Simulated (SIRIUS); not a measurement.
MgB2:

```
Mg B
1.0
     0.00000    2.99364    2.99364
     2.99364    0.00000    2.99364
     2.99364    2.99364    0.00000
Mg B
2 4
Cartesian
  0.0000 0.0000 0.0000
  1.4968 1.4968 1.4968
  2.2452 3.7420 2.2452
  2.2452 2.2452 3.7420
  3.7420 2.2452 2.2452
  3.7420 3.7420 3.7420
```

The cell was built by a generator and needn't be a form met in nature.

Base run:

- Program: SIRIUS 7.10.0
- Functional: revPBE
- Potentials or basis: PseudoDojo 0.4.1 PBE standard (scalar relativistic)
- Cutoff: 1152 eV
- Density cutoff: 4606 eV
- k mesh: 7 × 7 × 7
- Occupations: fermi-dirac, width 0.05 eV
- Spin: no spin polarisation

Its results: band gap on the k mesh none (metal or under the smearing width); pressure 2.1 GPa.

The run is repeated on the same cell with these changes: functional from revPBE to SOGGA; libxc names from ["XC_GGA_X_PBE_R", "XC_GGA_C_PBE"] to ["XC_GGA_X_SOGGA", "XC_GGA_C_PBE"]. What comes out?

Band gap on the k mesh none (metal or under the smearing width); pressure -2.7 GPa.

Caveats: the potentials were made for another functional, which shifts forces and pressure.
